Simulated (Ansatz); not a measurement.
**MgO (Fm-3m): G0W0 and the treatment of frequencies and band sums**

```xyz
2
Lattice="0.0000 2.0313 2.0313 2.0313 0.0000 2.0313 2.0313 2.0313 0.0000" Properties=species:S:1:pos:R:3 pbc="T T T"
Mg    0.0000    0.0000    0.0000
O     2.0313    2.0313    2.0313
```

Held fixed (Ansatz):

```
orbitals        : PBE
datasets        : soft PAW set, first generation
k mesh          : 4×4×4
response cutoff : 200 eV
wave cutoff     : 420 eV
```

The gap is read direct at Γ, linearised, between the Kohn-Sham band edges among the points solved. The direct gap is read between the top filled and lowest empty Kohn-Sham band at Γ. ε∞ is the electronic dielectric constant on this mesh. Runs with cut sums weigh the q → 0 term analytically. The completed-sum build treats it its own way, which on a coarse mesh shifts the gap as well.

| treatment | KS gap (eV) | G0W0 gap (eV) | direct at Γ (eV) | ε∞ |
| --- | --- | --- | --- | --- |
| contour deformation, sums cut at 108 empty bands | 5.87 | 8.62 | 8.62 | 3.1 |
| plasmon pole fitted at 25.65i eV, sums cut at 108 empty bands | 5.87 | 8.57 | 8.57 | 3.1 |
| contour deformation, 44 empty bands and completed sums (trial build, its own q → 0 term) | 5.87 | 8.98 | 8.98 | 3.1 |

Farthest from contour deformation, sums cut at 108 empty bands in the G0W0 gap: contour deformation, 44 empty bands and completed sums (trial build, its own q → 0 term) (+0.35 eV). The nearest differs by 0.048 eV.

Soft PAW datasets can miss an all-electron G0W0 gap by more than 5 %. The cell is a model at fixed atoms and needn't be the relaxed known crystal. The mesh is coarse, so these are values at the stated settings, not converged ones. Band sums or response are cut, so the gap isn't at its basis limit.
